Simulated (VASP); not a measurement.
# A VASP 6.6.1 relaxation on TePb

INCAR

```
LREAL = .FALSE.
NELECT = 20.1
ISMEAR = -1
LWAVE = .FALSE.
SIGMA = 0.02
EDIFFG = -5E-3
IBRION = 2
PSTRESS = 10
NBANDS = 17
PREC = Accurate
ENCUT = 600
GGA = PS
EDIFF = 1E-7
ISIF = 3
NELM = 54
NSW = 40
LASPH = .TRUE.
LCHARG = .FALSE.
```

KPOINTS

```
KPOINTS created by Atomic Simulation Environment
0
Gamma
6 6 6
0 0 0
```

POSCAR

```
Pb Te
 1.0000000000000000
     0.0000000000000000    3.6654227788881641    3.6654227788881641
     3.6654227788881641   -0.0000000000000000    3.6654227788881641
     3.6654227788881641    3.6654227788881641   -0.0000000000000000
 Pb  Te
   1   1
Cartesian
 -0.0000000000000000 -0.0000000000000000 -0.0000000000000000
  1.8327113894440821  1.8327113894440821  1.8327113894440821
```

The recommended PBE PAW datasets give the neutral cell 20 valence electrons.

Command

```
mpirun -np 1 vasp_std
```

OSZICAR

```
N       E                     dE             d eps       ncg     rms          rms(c)
DAV:   1     0.157138078754E+03    0.15714E+03   -0.94650E+03   552   0.117E+03
DAV:   2     0.535551067545E+01   -0.15178E+03   -0.14731E+03   563   0.280E+02
DAV:   3    -0.719345966382E+01   -0.12549E+02   -0.12444E+02   718   0.891E+01
DAV:   4    -0.756796843702E+01   -0.37451E+00   -0.37376E+00   631   0.185E+01
DAV:   5    -0.758263647177E+01   -0.14668E-01   -0.14667E-01   773   0.323E+00    0.362E+00
DAV:   6    -0.736616330894E+01    0.21647E+00   -0.54250E-01   752   0.386E+00    0.229E+00
DAV:   7    -0.735949829947E+01    0.66650E-02   -0.99504E-02   599   0.126E+00    0.981E-01
DAV:   8    -0.736032953166E+01   -0.83123E-03   -0.88260E-03   632   0.793E-01    0.218E-01
DAV:   9    -0.736073624501E+01   -0.40671E-03   -0.17743E-03   579   0.256E-01    0.515E-02
DAV:  10    -0.736088000863E+01   -0.14376E-03   -0.22717E-04   608   0.779E-02    0.375E-02
...
DAV:   1    -0.736171747030E+01   -0.16524E-01   -0.34526E-01   691   0.882E+00    0.572E-01
DAV:   2    -0.735197624640E+01    0.97412E-02   -0.19219E-02   689   0.210E+00    0.208E-01
DAV:   3    -0.735029012330E+01    0.16861E-02   -0.68874E-03   685   0.114E+00    0.368E-02
DAV:   4    -0.735029045783E+01   -0.33453E-06   -0.13288E-04   588   0.891E-02    0.359E-02
DAV:   5    -0.735028515356E+01    0.53043E-05   -0.37520E-05   668   0.550E-02    0.692E-03
DAV:   6    -0.735028477467E+01    0.37889E-06   -0.51826E-06   705   0.352E-02    0.212E-03
DAV:   7    -0.735028519126E+01   -0.41659E-06   -0.30044E-07   554   0.280E-03    0.627E-04
DAV:   8    -0.735028532810E+01   -0.13685E-06   -0.57096E-08   486   0.188E-03    0.234E-04
DAV:   9    -0.735028540387E+01   -0.75763E-07   -0.15123E-08   394   0.139E-03
   3 F= -.67612862E+01 E0= -.67606586E+01  d E =-.150191E-01
```

From OUTCAR

```
k-points           NKPTS =     16   k-points in BZ     NKDIM =     16   number of bands    NBANDS=     17

   NELECT =      20.1000    total number of electrons

   dimension x,y,z NGX =    42 NGY =   42 NGZ =   42
   dimension x,y,z NGXF=    84 NGYF=   84 NGZF=   84

  energy-cutoff  :      600.00
  volume of cell :       94.37
      direct lattice vectors                 reciprocal lattice vectors
     0.000000000  3.613530825  3.613530825    -0.138368821  0.138368821  0.138368821
     3.613530825  0.000000000  3.613530825     0.138368821 -0.138368821  0.138368821
     3.613530825  3.613530825  0.000000000     0.138368821  0.138368821 -0.138368821

 k-points in reciprocal lattice and weights: KPOINTS created by Atomic Simulation Env
   0.00000000  0.00000000  0.00000000       0.005
   0.16666667  0.00000000  0.00000000       0.037
   0.33333333  0.00000000  0.00000000       0.037
   0.50000000  0.00000000  0.00000000       0.019
   0.16666667  0.16666667  0.00000000       0.028
   0.33333333  0.16666667  0.00000000       0.111
   0.50000000  0.16666667  0.00000000       0.111
  -0.33333333  0.16666667  0.00000000       0.111
   ...

 E-fermi :   3.7389

 k-point     1 :       0.0000    0.0000    0.0000
  band No.  band energies     occupation
      1     -14.0008      2.00000
      2     -14.0008      2.00000
      3     -14.0008      2.00000
      4     -13.9731      2.00000
      5     -13.9731      2.00000
      6      -8.7070      2.00000
      7      -3.3450      2.00000
      8       1.3239      2.00000
      9       1.3239      2.00000
     10       1.3239      2.00000
     11       4.3119      0.00000
     12       4.3119      0.00000
     13       4.3119      0.00000
     14       6.6933      0.00000
     15       9.8559      0.00000
     16       9.8559      0.00000
     17      10.6336      0.00000

 k-point     2 :       0.1667    0.0000    0.0000
  band No.  band energies     occupation
      1     -14.0037      2.00000
      2     -13.9994      2.00000
      3     -13.9994      2.00000
      4     -13.9730      2.00000
      5     -13.9730      2.00000
      6      -8.5601      2.00000
      7      -3.7781      2.00000
      8       1.1481      2.00000
      9       1.1481      2.00000
     10       1.2501      2.00000
     11       4.4875      0.00000
     12       4.5925      0.00000
     13       4.5925      0.00000
     14       7.6277      0.00000
     15       9.2311      0.00000
     16       9.2311      0.00000
     17      10.0872      0.00000

 k-point     3 :       0.3333    0.0000    0.0000
  band No.  band energies     occupation
      1     -14.0093      2.00000
      2     -13.9968      2.00000
      3     -13.9968      2.00000
      4     -13.9727      2.00000
      5     -13.9727      2.00000
      6      -8.1999      2.00000
      7      -4.6202      2.00000
      8       0.8655      2.00000
      9       0.8655      2.00000
     10       0.9612      2.00000
     11       5.0044      0.00000
     12       5.0044      0.00000
     13       5.5817      0.00000
     14       8.3290      0.00000
     15       9.3428      0.00000
     16       9.3428      0.00000
     17      10.4284      0.00000

 ...

  Total        0.5904416      0.5904416      0.5904416      0.0000000      0.0000000      0.0000000
  in kB       10.0244886     10.0244886     10.0244886      0.0000000      0.0000000      0.0000000
  external PRESSURE =       0.0244886 kB  Pullay stress =      10.0000000 kB

 POSITION                                       TOTAL-FORCE (eV/Angst)
 -----------------------------------------------------------------------------------
      0.00000      0.00000      0.00000         0.000000      0.000000      0.000000
      1.80677      1.80677      1.80677        -0.000000     -0.000000     -0.000000
 -----------------------------------------------------------------------------------
    total drift:                                0.000000      0.000000      0.000000

  FREE ENERGIE OF THE ION-ELECTRON SYSTEM (eV)
  ---------------------------------------------------
  free  energy   TOTEN  =        -7.3502854039 eV

  energy  without entropy=       -7.3490301972  energy(sigma->0) =       -7.34965780
```

| ionic step | ΔH (meV/atom) | volume (Å³) | largest force (eV/Å) | pressure (GPa) | electronic steps |
| --- | --- | --- | --- | --- | --- |
| 1 | 0.0 | 98.49 | 0.000 | -0.13 | 15 |
| 2 | -7.2 | 93.64 | 0.000 | 1.23 | 11 |
| 3 | -7.5 | 94.37 | 0.000 | 1.00 | 9 |

It converged. Results: relaxed cell vector lengths 5.110, 5.110, 5.110 Å; relaxed cell volume 94.37 Å³.

The cell is charged and sits in a uniform background.

For comparison, a separate PBEsol relaxation on usual settings, not on those above, ends at 93.57 Å³.

The run above took about 1.8 min on one core of a shared host (Intel Xeon Platinum 8488C) and held 0.28 GiB at most.
